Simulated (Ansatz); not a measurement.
I under changes of volume

One of the cells (40.553 Å³/atom); the others are scaled copies at fixed shape and fractional positions:

```
I
1.0
     0.00000    2.36560    3.90984
     2.19225    0.00000    3.90984
     2.19225    2.36560    0.00000
I
1
Direct
  0.00000 0.00000 0.00000
```

```yaml
Program: Ansatz 0.2.0
Functional: PBEsol
Potentials_or_basis: Ansatz PAW
Cutoff: "420 eV (not typed: the program's choice for these potentials)"
k_mesh: 9 × 9 × 9
Occupations: fermi-dirac, width 0.05 eV
Spin: spin-orbit coupling, no magnetisation
```

| volume (Å³/atom) | energy over the lowest point (meV/atom) | pressure (GPa) |
| --- | --- | --- |
| 38.120 | ? | ? |
| 38.931 | 0.00 | 0.1 |
| 39.742 | 0.88 | -0.4 |
| 40.553 | 4.37 | -0.9 |
| 41.364 | 10.15 | -1.3 |
| 42.175 | 17.92 | -1.7 |
| 42.986 | 27.41 | -2.0 |

Q: What does the run at 38.120 Å³/atom give?

A: Energy over the lowest point 2.11 meV/atom; pressure 0.8 GPa.

Worked out: A Birch-Murnaghan fit of order 3 (a polynomial in V^(-2/3)) to the other rows has its minimum at 39.08 Å³/atom with B0 = V·E''(V) = 28 GPa and B' = 5.6 at fixed shape and positions, which overstates the stiffness. It gives 2.13 meV/atom at 38.120 Å³/atom, against the run's 2.11, and -dE/dV = 0.7 GPa, against 0.8.

Energies are extrapolated to zero smearing.

Caveats: the PAW data sets come from PBE, with cores solved anew for the run's functional, which leaves a small shift of forces and pressure.
